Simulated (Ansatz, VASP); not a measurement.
**TiTe: VASP beside Ansatz**

INCAR

```
PREC = Accurate
ENCUT = 520
EDIFF = 1E-7
ISMEAR = -1
SIGMA = 0.05
LREAL = F
LASPH = T
NELM = 80
ALGO = Normal
ISIF = 2
LWAVE = F
LCHARG = F
GGA = PS
NBANDS = 26
```

The input KPOINTS:

```
regular mesh
0
Gamma
  8 8 4
```

The input POSCAR:

```
TiTe
1.0
    3.7635698297      0.0000000000      0.0000000000
   -1.8817849148      3.2593470814      0.0000000000
    0.0000000000      0.0000000000      6.2722898541
Te Ti
2 2
Direct
    0.6666666667      0.3333333333      0.7500000000
    0.3333333333      0.6666666667      0.2500000000
    0.0000000000      0.0000000000      0.5000000000
    0.0000000000      0.0000000000      0.0000000000
```

The input input.yaml:

```yaml
crystal:
  lattice:
    - [3.7635698297, 0.0, 0.0]
    - [-1.8817849148, 3.2593470814, 0.0]
    - [0.0, 0.0, 6.2722898541]
  atoms:
    - { symbol: Te, position: [0.6666666667, 0.3333333333, 0.75] }
    - { symbol: Te, position: [0.3333333333, 0.6666666667, 0.25] }
    - { symbol: Ti, position: [0.0, 0.0, 0.5] }
    - { symbol: Ti, position: [0.0, 0.0, 0.0] }
hamiltonian:
  xc: pbesol
  pseudopotentials: { kind: paw }
kpoints:
  mp_grid: { grid: [8, 8, 4] }
scf:
  occupations: { method: fermi_dirac, width: 0.05 }
output:
  forces: true
  stress: true
  eigenvalues: true
```

Change from the starting cell: volume scaled by 0.94.

Alike in both runs: task single point; functional PBEsol; k mesh 8 × 8 × 4; occupations fermi-dirac, width 0.05 eV; no spin polarisation.

|  | VASP | Ansatz |
| --- | --- | --- |
| version | VASP 6.6.1 | Ansatz 0.2.0 |
| potentials or method | VASP PAW PBE potentials, release 64 (Te, Ti_sv) | Ansatz PAW |
| plane-wave cutoff (eV) | 520 | 420 |
| valence electrons in the cell | 36 | 56 |

Ansatz gave:

| Quantity | Value |
| --- | --- |
| gap on the k mesh at the Fermi level (eV) | none |
| pressure (GPa) | 11.2 |
| largest component of the traceless stress (GPa) | 5.37 |

Question: Which values does VASP return?

Answer: gap on the k mesh at the Fermi level (eV): none; pressure (GPa): 11.3; largest component of the traceless stress (GPa): 5.38.

A gap of «none» marks a metal or a gap that the smearing closes. The two sets of potentials don't hold the same shells in valence.

Caveats: the PAW data sets were made with another functional, which shifts forces and pressure a little (VASP); the PAW data sets come from PBE, with cores solved anew for the run's functional, which leaves a small shift of forces and pressure (Ansatz). Spin-orbit coupling is left out, which matters for the levels of Te.
